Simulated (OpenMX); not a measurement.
Crystal: Zn.

```
CELL_PARAMETERS angstrom
0.00000 1.96478 1.96478
1.96478 0.00000 1.96478
1.96478 1.96478 0.00000
ATOMIC_POSITIONS crystal
Zn 0.00000 0.00000 0.00000
```

This isn't the form of Zn at room conditions, which is hcp.

Base run:

```yaml
Program: OpenMX 3.8.5
Functional: PBE
Potentials_or_basis: OpenMX 2013 PBE set, Zn6.0H-s3p2d2, grid cutoff 500 Ry
k_mesh: 13 × 13 × 13
Occupations: fermi-dirac, width 0.05 eV
Spin: no spin polarisation
```

Its results: band gap on the k mesh none (metal or under the smearing width); pressure 1.7 GPa.

Problem. The run is repeated on the same cell with these changes: potentials or basis from OpenMX 2013 PBE set, Zn6.0H-s3p2d2, grid cutoff 500 Ry to OpenMX 2013 PBE set, Zn6.0S-s3p2d1, grid cutoff 500 Ry; valence electrons from 20 to 12. What comes out?

Solution. Band gap on the k mesh none (metal or under the smearing width); pressure -1.2 GPa.

Caveats: the basis of atomic orbitals isn't converged, which shifts pressures, moduli and gaps; the transition metal has a single d function, too few for pressures, volumes and moments (some runs).
